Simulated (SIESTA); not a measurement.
Crystal: BAs.

```
CELL_PARAMETERS angstrom
0.00000 2.38850 2.38850
2.38850 0.00000 2.38850
2.38850 2.38850 0.00000
ATOMIC_POSITIONS crystal
As 0.75000 0.75000 0.75000
B 0.00000 0.00000 0.00000
```

```yaml
Program: SIESTA 5.4.2
Task: relaxation of cell and atoms
Functional: revPBE
Potentials_or_basis: PseudoDojo 0.4 standard (PBE files)
Basis: DZP (energy shift 0.002 Ry)
Grid_cutoff: 500 Ry
Energy_shift: 0.002 Ry
k_mesh: 10 × 10 × 10
Occupations: fermi-dirac, width 0.05 eV
Spin: no spin polarisation
```

At the start: pressure 8.5 GPa; volume 13.63 Å³/atom.

**Question.** How do energy, volume and symmetry change on relaxing?

**Answer.** Over 5 steps the energy falls by 23.3 meV/atom and the volume is 14.53 Å³/atom (+6.6 %); space group F-43m (No. 216, to 0.05 Å).

The path:
```csv
step,energy change (eV),largest force (eV/Å),pressure (GPa),volume (Å³)
1,0.0000,0.0008,8.50,27.25
2,-0.0050,0.0002,7.94,27.35
3,-0.0458,0.0061,1.06,28.83
4,-0.0466,0.0001,0.26,29.00
5,-0.0466,0.0001,0.03,29.06
```

Final structure:
```
As B
1.0
     0.00070    2.44040    2.44040
     2.44040    0.00070    2.44040
     2.44040    2.44040    0.00070
As B
1 1
Direct
  0.75001 0.75001 0.75001
  0.99998 0.99998 0.99998
```

Caveat: semicore shells carry a single zeta, which can move pressures by several GPa and volumes by a few percent; the potentials were made for another functional, which shifts forces and pressure; the basis of atomic orbitals isn't converged, which shifts pressures, moduli and gaps.
